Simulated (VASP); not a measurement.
# MgSe (Fm-3m) in VASP: further runs

The runs below take MgSe through single point, relaxation of cell and atoms, with LDA.

All numbers are computed with VASP 6.6.1; they aren't measurements. Logs are shortened: lines on timing, memory, paths and dates and some standing lists are left out, and cuts for length are marked.

## 1. Starting point

It takes space group Fm-3m (No. 225, cubic). The conventional cell has a = 5.509 Å, b = 5.509 Å, c = 5.509 Å, α = 90.00°, β = 90.00°, γ = 90.00°. Around Mg (site symmetry m-3m) lie 6 Se at 2.75 Å. Se (site symmetry m-3m) is surrounded by 6 Mg at 2.75 Å.

## 2. Single point, LDA (relaxed again under DFT LDA, scalar-relativistic, plane waves, PAW)

INCAR

```
PREC     = Accurate       # precision mode
ENCUT    = 520            # plane-wave cutoff, eV
EDIFF    = 1E-6           # SCF threshold, eV
ISMEAR   = 0              # smearing method
SIGMA    = 0.02           # smearing width, eV
LREAL    = False          # projectors in reciprocal space
LASPH    = True           # aspherical terms in the spheres
NELM     = 80             # most SCF steps
ALGO     = Normal         # electronic algorithm
ISIF     = 2              # what is computed and relaxed
LWAVE    = False          # write WAVECAR
LCHARG   = False          # write CHGCAR
GGA      = CA             # functional
NBANDS   = 11             # bands
```

KPOINTS

```
regular mesh
0
Gamma
  8 8 8
```

POSCAR

```
MgSe
1.0
    0.0000000000      2.6957818770      2.6957818770
    2.6957818770      0.0000000000      2.6957818770
    2.6957818770      2.6957818770      0.0000000000
Mg Se
1 1
Direct
    0.0000000000      0.0000000000      0.0000000000
    0.5000000000      0.5000000000      0.5000000000
```

Potentials or basis: VASP PAW LDA potentials, release 64 (Mg, Se).

Command:

```bash
> cat potpaw_LDA.64/Mg/POTCAR potpaw_LDA.64/Se/POTCAR > POTCAR
> mpirun -np 1 vasp_std > vasp.out
```

OUTCAR:

```text
PREC = Accurate
   ENCUT = 520
   EDIFF = 1E-6
   ISMEAR = 0
   LREAL = False
   LASPH = True
   NELM = 80
   ISIF = 2
   GGA = CA

 ion  position               nearest neighbor table
   1  0.000  0.000  0.000-   2 2.70   2 2.70   2 2.70   2 2.70   2 2.70   2 2.70
   2  0.500  0.500  0.500-   1 2.70   1 2.70   1 2.70   1 2.70   1 2.70   1 2.70

  LATTYP: Found a face centered cubic cell.
 ALAT       =     5.3915637540

  Lattice vectors:

 A1 = (   0.0000000000,   2.6957818770,   2.6957818770)
 A2 = (   2.6957818770,   0.0000000000,   2.6957818770)
 A3 = (   2.6957818770,   2.6957818770,   0.0000000000)

Analysis of symmetry for initial positions (statically):
=====================================================================
 Subroutine PRICEL returns:
 Original cell was already a primitive cell.

 Routine SETGRP: Setting up the symmetry group for a
 face centered cubic supercell.

 Subroutine GETGRP returns: Found 48 space group operations
 (whereof 48 operations were pure point group operations)
 out of a pool of 48 trial point group operations.

The static configuration has the point symmetry O_h .

Analysis of symmetry for dynamics (positions and initial velocities):
=====================================================================
 Subroutine PRICEL returns:
 Original cell was already a primitive cell.

 Routine SETGRP: Setting up the symmetry group for a
 face centered cubic supercell.

 Subroutine GETGRP returns: Found 48 space group operations
 (whereof 48 operations were pure point group operations)
 out of a pool of 48 trial point group operations.

The dynamic configuration has the point symmetry O_h .

 Subroutine INISYM returns: Found 48 space group operations
 (whereof 48 operations are pure point group operations),
 and found     1 'primitive' translations

----------------------------------------------------------------------------------------

                                     Primitive cell

  volume of cell :      39.1818

  direct lattice vectors                    reciprocal lattice vectors
     0.000000000  2.695781877  2.695781877    -0.185474947  0.185474947  0.185474947
     2.695781877  0.000000000  2.695781877     0.185474947 -0.185474947  0.185474947
     2.695781877  2.695781877  0.000000000     0.185474947  0.185474947 -0.185474947

  length of vectors
     3.812411292  3.812411292  3.812411292     0.321252031  0.321252031  0.321252031

  position of ions in fractional coordinates (direct lattice)
     0.000000000  0.000000000  0.000000000
     0.500000000  0.500000000  0.500000000

  ion indices of the primitive-cell ions
[... 80 lines left out ...]
   NFREE  =      0    steps in history (QN), initial steepest desc. (CG)
   ISIF   =      2    stress and relaxation
   ISYM   =      2    0-nonsym 1-usesym 2-fastsym
   POTIM  = 0.5000    time-step for ionic-motion
   TEBEG  =    0.0;   TEEND  =   0.0 temperature during run
   PSTRESS=    0.0 pullay stress
   NELECT =       8.0000    total number of electrons
   NUPDOWN=      -1.0000    fix difference up-down
   EMIN   =  10.00;   EMAX   =-10.00  energy-range for DOS
   EFERMI =   0.00;   METHOD = LEGACY
   ISMEAR =     0;   SIGMA  =   0.02  broadening in eV -4-tet -1-fermi 0-gaus
   EFERMI_NEDOS =   21; number of points for ismear=-14 and -15
   IALGO  =     38    algorithm
   IMIX   =      4    mixing-type and parameters
     AMIX     =   0.40;   BMIX     =  1.00
     AMIX_MAG =   1.60;   BMIX_MAG =  1.00
  volume/ion in A,a.u.               =      19.59       132.21
  Fermi-wavevector in a.u.,A,eV,Ry     =   0.963999  1.821695 12.643823  0.929295
  Thomas-Fermi vector in A             =   2.093593
   LORBIT       =      0    0 simple, 1 ext, 2 COOP (PROOUT), +10 PAW based schemes
   GGA     = CA    functional components
   LHFCALC =     F    Hartree Fock is set to
   AEXX    =    0.0000 exact exchange contribution
   IVDW    =     0    specifies the selected vdW correction
   LEPSILON=     F    determine dielectric tensor
   LRPA    =     F    only Hartree local field effects (RPA)
 non-spin polarized calculation
 Gauss-broadening in eV      SIGMA  =   0.02
  energy-cutoff  :      520.00
  volume of cell :       39.18
 maximum number of plane-waves:      1067
   NGX = 15   NGY = 15   NGZ = 15

 number of electron       7.9999998 magnetization

 Free energy of the ion-electron system (eV)
  ---------------------------------------------------
  ext. energy  EPLUGINS =         0.00000000
  ---------------------------------------------------
  free energy    TOTEN  =        -8.60119819 eV

  energy without entropy =       -8.60119819  energy(sigma->0) =       -8.60119819

 E-fermi :   3.5782     XC(G=0):  -9.8840

 val. band max:        3.4583199210   @ k =   0.0000   0.0000   0.0000
 cond. band min:       5.1610769901   @ k =   0.5000   0.5000   0.0000
 fundamental gap:      1.7027570691
 Fermi energy:         3.5782386753

 k-point     1 :       0.0000    0.0000    0.0000
  band No.  band energies     occupation
      1      -9.6975      2.00000
      2       3.4583      2.00000
      3       3.4583      2.00000
      4       3.4583      2.00000
      5       6.0826      0.00000
      6      10.8049      0.00000
      7      10.8049      0.00000
      8      10.8049      0.00000
      9      13.4554      0.00000
     10      13.4554      0.00000
     11      14.3799      0.00000
[... 309 lines left out ...]
 k-point    24 :      -0.3750    0.2500    0.1250
  band No.  band energies     occupation
      1      -8.3120      2.00000
      2      -1.1825      2.00000
      3       1.1053      2.00000
      4       2.1672      2.00000
      5       8.1562      0.00000
      6       8.8386      0.00000
      7      11.2318      0.00000
      8      12.6060      0.00000
      9      14.5463      0.00000
     10      15.2598      0.00000
     11      17.6175      0.00000

 [... further k-points ...]
[... 5 lines left out ...]
  --------------------------------------------------------------------------------------
  -------------------------------------------------------------------------------------
  Total       -0.0742654     -0.0742654     -0.0742654      0.0000000      0.0000000     -0.0000000
  in kB       -3.0367759     -3.0367759     -3.0367759      0.0000000      0.0000000     -0.0000000
  external PRESSURE =      -3.0367759 kB  Pullay stress =       0.0000000 kB

 VOLUME and BASIS-vectors are now :
 -----------------------------------------------------------------------------
  energy-cutoff  :      520.00
  volume of cell :       39.18
      direct lattice vectors                 reciprocal lattice vectors
     0.000000000  2.695781877  2.695781877    -0.185474947  0.185474947  0.185474947
     2.695781877  0.000000000  2.695781877     0.185474947 -0.185474947  0.185474947
     2.695781877  2.695781877  0.000000000     0.185474947  0.185474947 -0.185474947

 POSITION                                       TOTAL-FORCE (eV/Angst)
 -----------------------------------------------------------------------------------
      0.00000      0.00000      0.00000        -0.000000      0.000000      0.000000
      2.69578      2.69578      2.69578         0.000000     -0.000000     -0.000000
 -----------------------------------------------------------------------------------
    total drift:                                0.000000      0.000000      0.000000

  FREE ENERGIE OF THE ION-ELECTRON SYSTEM (eV)
  ---------------------------------------------------
  free  energy   TOTEN  =        -8.6011981879 eV

  energy  without entropy=       -8.6011981879  energy(sigma->0) =       -8.60119819
```

OSZICAR:

```text
N       E                     dE             d eps       ncg     rms          rms(c)
DAV:   1     0.207849452825E+02    0.20785E+02   -0.35680E+03   670   0.586E+02
DAV:   2    -0.761696140939E+01   -0.28402E+02   -0.26256E+02   800   0.950E+01
DAV:   3    -0.892548193367E+01   -0.13085E+01   -0.13061E+01   781   0.211E+01
DAV:   4    -0.893230272035E+01   -0.68208E-02   -0.68204E-02   729   0.177E+00
DAV:   5    -0.893233511140E+01   -0.32391E-04   -0.32391E-04   768   0.124E-01    0.313E+00
DAV:   6    -0.865425435970E+01    0.27808E+00   -0.48654E-01   695   0.258E+00    0.196E+00
DAV:   7    -0.860480500648E+01    0.49449E-01   -0.19252E-01   734   0.169E+00    0.951E-01
DAV:   8    -0.860136548029E+01    0.34395E-02   -0.93141E-03   686   0.472E-01    0.252E-01
DAV:   9    -0.860120803159E+01    0.15745E-03   -0.44571E-04   698   0.976E-02    0.112E-01
DAV:  10    -0.860120070326E+01    0.73283E-05   -0.11241E-04   722   0.447E-02    0.438E-02
DAV:  11    -0.860119824963E+01    0.24536E-05   -0.68204E-06   707   0.117E-02    0.770E-03
DAV:  12    -0.860119818789E+01    0.61732E-07   -0.42180E-07   337   0.337E-03
   1 F= -.86011982E+01 E0= -.86011982E+01  d E =-.161005E-19
```

Run time: 6 s. Hardware: 1 thread of Intel Xeon Platinum 8488C (Sapphire Rapids), shared host; peak memory 0.14 GiB.

What came out:

* Free energy: -8.6012 eV
* Pressure: -0.3 GPa
* Band gap on the k mesh: 1.70 eV, indirect (least direct gap 2.62 eV)

A k mesh can miss the band edges.

## 3. Relaxation of cell and atoms, LDA

INCAR

```
SYSTEM = MgSe
PREC = Accurate
ENCUT = 600
EDIFF = 1E-6
ISMEAR = 0
SIGMA = 0.02
LREAL = .FALSE.
LASPH = .TRUE.
NELM = 100
ALGO = Normal
ISIF = 3
LWAVE = .FALSE.
LCHARG = .FALSE.
IBRION = 2
NSW = 70
EDIFFG = -0.005
```

KPOINTS

```
Automatic mesh
0
G
  8 8 8
  0 0 0
```

POSCAR

```
MgSe
1.0
    0.0000000000      2.7544736754      2.7544736754
    2.7544736754      0.0000000000      2.7544736754
    2.7544736754      2.7544736754      0.0000000000
Mg Se
1 1
Direct
    0.0000000000      0.0000000000      0.0000000000
    0.5000000000      0.5000000000      0.5000000000
```

Potentials or basis: VASP PAW LDA potentials, release 64 (Mg, Se).

Command:

```bash
> cat potpaw_LDA.64/Mg/POTCAR potpaw_LDA.64/Se/POTCAR > POTCAR
> mpirun -np 1 vasp_std > vasp.out
```

Run time: 10 s. Hardware: 1 thread of Intel Xeon Platinum 8488C (Sapphire Rapids), shared host; peak memory 0.16 GiB.

The run converged. Its results:

```
Free energy                            : -8.6015 eV
Relaxed volume                         : 19.50 Å³/atom
Relaxed cell                           : a = 3.807 Å, b = 3.807 Å, c = 3.807 Å, α = 60.00°, β = 60.00°, γ = 60.00°
Space group after relaxing (to 0.05 Å) : Fm-3m (No. 225)
Energy gained by relaxing              : 19.4 meV/atom
Ionic steps                            : 3
Pressure after relaxing                : 0.0 GPa
Band gap on the k mesh                 : 1.71 eV, indirect (least direct gap 2.66 eV)
```

Step by step:
```tsv
step	energy change (eV)	largest force (eV/Å)	pressure (GPa)	volume (Å³)
1	0.0000	0.0000	-4.22	41.80
2	-0.0376	0.0000	0.84	38.56
3	-0.0388	0.0000	0.00	39.01
```

Final structure:
```xyz
2
Lattice="0.0000 2.6918 2.6918 2.6918 0.0000 2.6918 2.6918 2.6918 0.0000" Properties=species:S:1:pos:R:3 pbc="T T T"
Mg    0.0000    0.0000    0.0000
Se    2.6918    2.6918    2.6918
```

Levels at points of the mesh, in eV from the valence-band top:
```tsv
k point	band 1	band 2	band 3	band 4	band 5	band 6	band 7	band 8
(0.00, 0.00, 0.00)	-13.18	0.00	0.00	0.00	2.66	7.34	7.34	7.34
(0.50, 0.00, 0.00)	-11.97	-5.20	-0.63	-0.63	3.75	6.04	6.04	8.70
(0.50, 0.50, 0.00)	-11.62	-4.50	-1.89	-1.89	1.71	3.78	11.96	12.33
```
